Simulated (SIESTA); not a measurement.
The system is Sb.

```
Sb
1.0
    -1.57654    1.57654    2.71194
     1.57654   -1.57654    2.71194
     1.57654    1.57654   -2.71194
Sb
1
Cartesian
  0.0000 0.0000 0.0000
```

This isn't the form of Sb at room conditions, which is rhombohedral.

| Item | Value |
| --- | --- |
| Program | SIESTA 5.4.2 |
| Task | relaxation of cell and atoms |
| Functional | PBE |
| Potentials or basis | PseudoDojo 0.4 standard (PBE files) |
| Basis | DZP (energy shift 0.003 Ry; two zetas on semicore shells) |
| Grid cutoff | 500 Ry |
| Energy shift | 0.003 Ry |
| k mesh | 12 × 12 × 12 |
| Occupations | fermi-dirac, width 0.05 eV |
| Spin | no spin polarisation |

At the start: pressure 3.7 GPa; volume 26.96 Å³/atom.

Problem. Where does the relaxation end?

Solution. Over 7 steps the energy falls by 19.6 meV/atom and the volume is 28.44 Å³/atom (+5.5 %); space group I4/mmm (No. 139, to 0.05 Å).

Step by step:
```csv
step,energy change (eV),largest force (eV/Å),pressure (GPa),volume (Å³)
1,0.0000,0.0000,3.75,26.96
2,-0.0128,0.0000,1.37,27.90
3,-0.0104,0.0000,-1.76,29.42
4,-0.0155,0.0000,-0.11,28.56
5,-0.0192,0.0000,-0.07,28.46
6,-0.0183,0.0000,0.04,28.35
7,-0.0196,0.0000,-0.06,28.44
```

Final structure:
```cif
data_structure
_symmetry_space_group_name_H-M 'P 1'
_symmetry_Int_Tables_number 1
_cell_length_a 3.5376
_cell_length_b 3.5376
_cell_length_c 3.5497
_cell_angle_alpha 125.359
_cell_angle_beta 125.359
_cell_angle_gamma 81.099
_cell_volume 28.44
loop_
_atom_site_label
_atom_site_type_symbol
_atom_site_fract_x
_atom_site_fract_y
_atom_site_fract_z
_atom_site_occupancy
Sb1 Sb 0.00000 0.00000 0.00000 1
```

Caveat: the basis of atomic orbitals isn't converged, which shifts pressures, moduli and gaps.
